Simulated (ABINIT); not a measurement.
## ZnO in ABINIT: convergence with k mesh

Input of the first run (k mesh 2 × 2 × 2); the others differ in this setting and in those tied to it:

run.abi

```
pp_dirpath "./"
pseudos "Zn.GGA_PBE-JTH.xml, O.GGA_PBE-JTH.xml"

acell 3*1.0
rprim
     2.7084121736    -6.6652152196     0.0000000000
     2.7084121736     6.6652152196     0.0000000000
     0.0000000000     0.0000000000     5.3639687075
ntypat 2
znucl 30 8
natom 2
typat 1 2
xred
     0.0000000000     0.0000000000     0.0000000000
     0.5000000000     0.5000000000     0.5000000000
chkprim 0
chksymtnons 0
tolsym 1.0e-6

ecut 23.0
pawecutdg 45.0
pawxcdev 0

kptopt 1
ngkpt 2 2 2
nshiftk 1
shiftk 0.0 0.0 0.0

ixc 15

nband 13
occopt 4
tsmear 0.00367493

nstep 100
tolvrs 1.0e-9

iomode 3
prtwf 0
prtden 0
prteig 0
prtebands 0
enunit 2
```

Potentials or basis: JTH PAW PBE v2.0.

Launch:

```bash
$ abinit run.abi > log 2>&1
```

The cell was built by a generator and needn't be a form met in nature.

Hardware: 1 thread of Arm Neoverse V1 (shared host).

**Question.** The values tried are 2 × 2 × 2, 3 × 3 × 3, 4 × 4 × 4, 6 × 6 × 5, 8 × 8 × 7, 9 × 9 × 8, 10 × 10 × 9, 12 × 12 × 11, 15 × 15 × 14, loosest first. From which on does the pressure stay within 0.1 GPa of the tightest run that finished?

**Answer.** From 4 × 4 × 4 on.

```
      k mesh  energy less the tightest run (meV/atom)  pressure (GPa)  SCF cycles  CPU time (s)  peak memory (GiB)
   2 × 2 × 2                                   499.11            7.16          21           7.5               0.08
   3 × 3 × 3                                    62.06            2.89          21            10               0.08
   4 × 4 × 4                                    18.11            3.16          29            23               0.09
   6 × 6 × 5                                     2.94            3.14          23            33                0.1
   8 × 8 × 7                                     0.27            3.15          21            61               0.12
   9 × 9 × 8                                     0.15            3.15          22            91               0.14
 10 × 10 × 9                                     0.04            3.16          20           110               0.16
12 × 12 × 11                                     0.01            3.16          22           180               0.21
15 × 15 × 14                                     0.00            3.16          21           350               0.33
```

Against the tightest run, the energy stays within 1 meV/atom from 8 × 8 × 7 on. Meshes of other sizes hit other points, so gaps and Fermi surfaces needn't settle smoothly. The tightest run that finished is the yardstick and may itself not be fully converged.

Caveat, for the tightest run too: the PAW data sets were made with another functional, which shifts forces and pressure a little.
